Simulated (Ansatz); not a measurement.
The system is Ti.

```
Ti
1.0
     0.00000    2.03000    2.03000
     2.03000    0.00000    2.03000
     2.03000    2.03000    0.00000
Ti
1
Direct
  0.00000 0.00000 0.00000
```

This isn't the form of Ti at room conditions, which is hcp.

```yaml
Program: Ansatz 0.2.0
Task: single point
Functional: PBE
Potentials_or_basis: Ansatz PAW
Cutoff: "420 eV (not typed: the program's choice for these potentials)"
k_mesh: 11 × 11 × 11
Occupations: fermi-dirac, width 0.05 eV
Spin: no spin polarisation
```

On this cell: pressure 4.2 GPa; band gap on the k mesh none (metal or under the smearing width).

The same run follows on a disturbed copy (cell strained at random at fixed volume):

```
CELL_PARAMETERS angstrom
0.02177 1.99869 2.03132
2.00646 0.00299 2.05009
2.03951 2.05051 -0.03005
ATOMIC_POSITIONS crystal
Ti 0.98433 0.00381 0.00663
```

**Question.** What changes?

**Answer.** The energy (extrapolated to zero smearing) moves by +5.9 meV/atom; pressure 4.3 GPa; band gap on the k mesh none (metal or under the smearing width).

Stress tensor (GPa, compression positive):
```
 4.85 -1.87  0.19
-1.87  4.61  1.54
 0.19  1.54  3.43
```
